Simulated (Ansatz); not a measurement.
# Is this WS2 structure stable?

It was relaxed at this level from a cell as deposited in COD.

All numbers below come from DFT PBE, scalar-relativistic, plane waves, PAW in Ansatz 0.2.0. Settings of the last relaxation (6-atom cell): 420 eV, 12×12×2 k points, Gaussian smearing of 0.02 eV, no spin polarisation.

```cif
data_structure
_symmetry_space_group_name_H-M 'P6_3/mmc'
_symmetry_Int_Tables_number 194
_cell_length_a 3.1878
_cell_length_b 3.1878
_cell_length_c 14.7771
_cell_angle_alpha 90.000
_cell_angle_beta 90.000
_cell_angle_gamma 120.000
_cell_volume 130.05
loop_
_atom_site_label
_atom_site_type_symbol
_atom_site_symmetry_multiplicity
_atom_site_Wyckoff_symbol
_atom_site_fract_x
_atom_site_fract_y
_atom_site_fract_z
_atom_site_occupancy
W1 W 2 c 0.33333 0.66667 0.25000 1
S1 S 4 f 0.33333 0.66667 0.64369 1
```

Formation energies are uncorrected and refer to the elements' standard structures at the same level.

Question: These tests were run: energy against the elements; phonons on a 3×3×1 q mesh. What do they show?

Answer:

| test | result |
| --- | --- |
| energy against the elements | −0.833 eV/atom |
| phonons on a 3×3×1 q mesh | no imaginary mode on the mesh |

It fails none of these tests. Competing phases weren't compared here.

Weakly bound directions are ill-defined at this level, which has no dispersion term. Spin–orbit coupling, which can matter for W, is left out. The reference form of S is held partly by dispersion forces, which this level lacks. The run for the phonons used a 12×12×2 k mesh.
